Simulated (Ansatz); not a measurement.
# InP: the cost of one run

Program: Ansatz 0.2.0. Level of theory: DFT LDA, frozen-core PAW, scalar-relativistic unless said. These are calculated values, not measurements.

The COD entry's cell or inner coordinates are ideal or old and differ from later refinements, so a difference from it is no clean test against experiment.

### 1 Starting point

The structure is cubic, space group F-43m (No. 216). Conventional cell: a = 5.861 Å, b = 5.861 Å, c = 5.861 Å, α = 90.00°, β = 90.00°, γ = 90.00°. Around In (site symmetry -43m) lie 4 P at 2.54 Å. P (site symmetry -43m) is surrounded by 4 In at 2.54 Å.

Coordinates:

```
CELL_PARAMETERS angstrom
0.00000 2.93050 2.93050
2.93050 0.00000 2.93050
2.93050 2.93050 0.00000
ATOMIC_POSITIONS crystal
In 0.00000 0.00000 0.00000
P 0.75000 0.75000 0.75000
```

Cartesian axes are those of the input's lattice vectors. The structure goes back to a database entry.

### 2 Cell and atoms relaxed, PAW

input.yaml reads:

```yaml
crystal:
  lattice:
    - [0.0, 2.9305, 2.9305]
    - [2.9305, 0.0, 2.9305]
    - [2.9305, 2.9305, 0.0]
  atoms:
    - { symbol: In, position: [0.0, 0.0, 0.0] }
    - { symbol: P, position: [0.75, 0.75, 0.75] }
kpoints:
  mp_grid: { grid: [12, 12, 12] }
scf:
  occupations: { method: fermi_dirac, width: 0.1 }
hamiltonian:
  xc: lda
  pseudopotentials: { kind: paw }
relax:
  f_tol: 0.002
  max_steps: 80
  cell: {}
output:
  forces: true
  stress: true
  write_density: true
  write_potential: true
  elf: true
  volumetric_format: npy
```

On the command line:

```sh
$ ansatz run input.yaml --threads 1 --pin off --max-ram 3072MiB --backend cpu --events-out ev --progress --plain --runs-dir out
```

Q: Estimate wall time and peak memory on 1 thread of Arm Neoverse V2, shared host.

About 18 s, with a peak of 0.36 GiB.
